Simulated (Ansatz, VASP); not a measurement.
## W in VASP and in Ansatz

The input INCAR:

```
SYSTEM = W
ALGO = Fast ; EDIFF = 1E-7
EDIFFG = -0.05 ; ENCUT = 600
IBRION = 2 ; ISIF = 3
ISMEAR = 0 ; LASPH = .TRUE.
LCHARG = .FALSE. ; LREAL = .FALSE.
LWAVE = .FALSE. ; NELM = 80
NSW = 100 ; PREC = Accurate
SIGMA = 0.1
```

File KPOINTS:

```
k-points
0
G
  8 8 8
  0 0 0
```

Contents of POSCAR:

```
W
1.0
   -1.5851577800      1.5851577800      1.5851577800
    1.5851577800     -1.5851577800      1.5851577800
    1.5851577800      1.5851577800     -1.5851577800
W
1
Direct
    0.0000000000      0.0000000000      0.0000000000
```

Input for Ansatz:

```yaml
crystal:
  lattice:
    - [-1.58515778, 1.58515778, 1.58515778]
    - [1.58515778, -1.58515778, 1.58515778]
    - [1.58515778, 1.58515778, -1.58515778]
  atoms:
    - { symbol: W, position: [0.0, 0.0, 0.0] }
basis:
  ecutwfc: 420
kpoints:
  mp_grid: { grid: [8, 8, 8] }
hamiltonian:
  xc: lda
scf:
  occupations: { method: gaussian, width: 0.1 }
output:
  forces: true
  stress: true
  eigenvalues: true
relax:
  adjacent_minimum: "off"
  f_tol: 0.05
  max_steps: 80
  cell: { stress_tol: 0.5 }
```

Alike in both runs: task relaxation of cell and atoms; functional LDA; k mesh 8 × 8 × 8; occupations gaussian, width 0.1 eV; no spin polarisation.

```csv
,VASP,Ansatz
version,VASP 6.6.1,Ansatz 0.2.0
potentials or method,"VASP PAW LDA potentials, release 64 (W_sv)","scalar-relativistic, plane waves, PAW"
plane-wave cutoff (eV),600,420
valence electrons in the cell,14,14
```

Ansatz gave:

| Item | Value |
| --- | --- |
| gap on the k mesh at the Fermi level, each at its own relaxed structure (eV) | none |
| relaxed volume (Å³/atom) | 15.44 |
| relaxed cell length with the largest relative difference (Å) | 2.717 |
| energy change over the relaxation (meV/atom) | -15 |

What did VASP give for the same quantities?

gap on the k mesh at the Fermi level, each at its own relaxed structure (eV): none; relaxed volume (Å³/atom): 15.55; relaxed cell length with the largest relative difference (Å): 2.724; energy change over the relaxation (meV/atom): -10.

A gap of «none» marks a metal or a gap that the smearing closes.

 Spin-orbit coupling is left out, which matters for the levels of W.
